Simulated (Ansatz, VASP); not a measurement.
**One calculation of TiCo, two programs**

Contents of INCAR:

```
SYSTEM = TiCo
ALGO = Fast
EDIFF = 1E-6
ENCUT = 520
GGA = PE
ISIF = 2
ISMEAR = 0
ISPIN = 2
LASPH = .TRUE.
LCHARG = .FALSE.
LMAXMIX = 4
LORBIT = 11
LREAL = .FALSE.
LWAVE = .FALSE.
MAGMOM = 2 1
NBANDS = 22
NELM = 150
PREC = Accurate
SIGMA = 0.014
```

File KPOINTS:

```
k-points
0
G
  9 9 9
  0 0 0
```

Contents of POSCAR:

```
TiCo
1.0
    2.9861109900      0.0000000000      0.0000000000
    0.0000000000      2.9861109900      0.0000000000
    0.0000000000      0.0000000000      2.9861109900
Co Ti
1 1
Direct
    0.5000000000      0.5000000000      0.5000000000
    0.0000000000      0.0000000000      0.0000000000
```

input.yaml

```yaml
crystal:
  lattice:
    - [2.98611099, 0.0, 0.0]
    - [0.0, 2.98611099, 0.0]
    - [0.0, 0.0, 2.98611099]
  atoms:
    - { symbol: Co, position: [0.5, 0.5, 0.5], spin: 2.0 }
    - { symbol: Ti, position: [0.0, 0.0, 0.0], spin: 1.0 }
kpoints:
  mp_grid: { grid: [9, 9, 9] }
scf:
  occupations: { method: gaussian, width: 0.014 }
hamiltonian:
  xc: pbe
  pseudopotentials: { kind: all_electron, lapw: { basis_error: 0.001 } }
magnetization:
  spin_polarized: true
output:
  forces: true
  stress: true
  eigenvalues: true
```

The cell comes from a database or a generator and needn't be the stable form of this composition.

Alike in both runs: task single point; functional PBE; k mesh 9 × 9 × 9; occupations gaussian, width 0.014 eV; collinear spin.

|  | VASP | Ansatz |
| --- | --- | --- |
| version | VASP 6.6.1 | Ansatz 0.2.0 |
| potentials or method | VASP PAW PBE potentials, release 64 (Co, Ti_sv) | all-electron LAPW, scalar-relativistic |
| plane-wave cutoff (eV) | 520 | see its input |

```csv
,VASP,Ansatz,Ansatz less VASP
gap on the k mesh at the Fermi level (eV),none,none,-
pressure (GPa),-0.8,-0.5,+0.33
net moment per atom (μB),0.42,0.42,0.000
size of the moment on the site where the two differ most (μB),0.92,0.95,+0.029
```

Site moments also hang on the region over which each program counts them. A gap of «none» marks a metal or a gap that the smearing closes. Ansatz ran all-electron here, so the differences hold the error of VASP's frozen core and of both bases.
